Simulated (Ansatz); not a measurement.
PbO (zincblende), relaxed with r2SCAN: it is cubic, F-43m (No. 216); conventional cell a = 5.598 Å, 21.92 Å³ an atom. Around Pb lie 4 O at 2.42 Å; around O lie 4 Pb at 2.42 Å. One-shot G0W0@PBE in Ansatz on a 4×4×4 mesh (contour deformation, no spin-orbit coupling), from a PBE gap of 0.429 eV over the mesh points (the G0W0 gap is indirect on the mesh); the number N of bands summed and the screening cutoff rise together. No spin polarisation and no zero-point or thermal motion; the cell was built from a prototype and may be hypothetical.

```tsv
N	cutoff (eV)	1000/N	G0W0 gap (eV)
81	80	12.346	0.264
174	140	5.747	0.423
```

**Lay a straight line in 1000/N through these rows.** The slope is -0.0241 eV per unit of 1000/N and the intercept 0.561 eV.

**Predict the gap at N = 312 (210 eV).** 0.561 + (-0.0241) × 3.205 = 0.484 eV; the run gives 0.563 eV, +0.079 eV from the line.

**With that run's result added, what limit do the last two rows suggest?** Their slope is (0.563 − 0.423)/(3.205 − 5.747) = -0.0551, which meets 1/N = 0 at 0.74 eV, against 0.561 eV from the first line. The slope steepens, so 1/N isn't yet asymptotic and the true limit probably lies higher still; the k mesh isn't extrapolated.

Spin-orbit coupling is left out; in compounds of Pb, Bi, Tl or Hg it can lower a gap by up to about 1 eV, split its edges or invert the bands.
